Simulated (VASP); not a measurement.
Wanted: the native input for a VASP 6.6.1 run.

```yaml
Task: relaxation of cell and atoms
Functional: PBE
Potentials_or_basis: VASP PAW PBE potentials, release 64 (Ti_sv, Pb_d, O)
Cutoff: 600 eV
k_mesh: 8 × 8 × 8
Occupations: gaussian, width 0.03 eV
Spin: no spin polarisation
Further_INCAR_settings: ALGO = Normal; EDIFF = 1e-06; IBRION = 2; EDIFFG = -0.01; NSW = 90; ISIF = 3
```

The structure of TiPbO3 lies in POSCAR:

```
TiPbO3
1.0
    3.8992000000      0.0000000000      0.0000000000
    0.0000000000      3.8992000000      0.0000000000
    0.0000000000      0.0000000000      4.1499000000
Ti Pb O
1 1 3
Direct
    0.5000000000      0.5000000000      0.5382000000
    0.0000000000      0.0000000000      0.0000000000
    0.5000000000      0.5000000000      0.1130000000
    0.5000000000      0.0000000000      0.6150000000
    0.0000000000      0.5000000000      0.6150000000
```

These files were run (other wordings do the same):

INCAR

```
  ALGO = Normal
  EDIFF = 1E-6
  EDIFFG = -0.01
  ENCUT = 600
  GGA = PE
  IBRION = 2
  ISIF = 3
  ISMEAR = 0
  KPAR = 2
  LASPH = True
  LCHARG = False
  LREAL = False
  LWAVE = False
  NELM = 80
  NSW = 90
  PREC = Accurate
  SIGMA = 0.03
```

KPOINTS

```
k-points
0
Gamma
  8 8 8
```

Potentials or basis: VASP PAW PBE potentials, release 64 (Ti_sv, Pb_d, O).

Launch:

```sh
$ cat potpaw_PBE.64/Ti_sv/POTCAR potpaw_PBE.64/Pb_d/POTCAR potpaw_PBE.64/O/POTCAR > POTCAR
$ mpirun -np 2 vasp_std > vasp.out
```

Results of the run:

```
Relaxed volume                         : 14.02 Å³/atom
Relaxed cell                           : a = 3.842 Å, b = 3.842 Å, c = 4.748 Å, α = 90.00°, β = 90.00°, γ = 90.00°
Space group after relaxing (to 0.05 Å) : P4mm (No. 99)
Energy gained by relaxing              : 19.2 meV/atom
Ionic steps                            : 42
Pressure after relaxing                : 0.0 GPa
Largest force after relaxing           : 0.008 eV/Å
Band gap on the k mesh                 : 1.92 eV, indirect (least direct gap 2.89 eV)
```

Caveat: spin-orbit coupling is left out, which as a rule narrows the gap of such compounds by several tenths of an eV; the volume moved by +11 % from the deposited cell, more than functionals usually miss.

Wall time 24 min on 2 MPI ranks on Intel(R) Xeon(R) Platinum 8259CL CPU @ 2.50GHz (Skylake/Cascade Lake) (shared host), peak memory 0.31 GiB a rank.
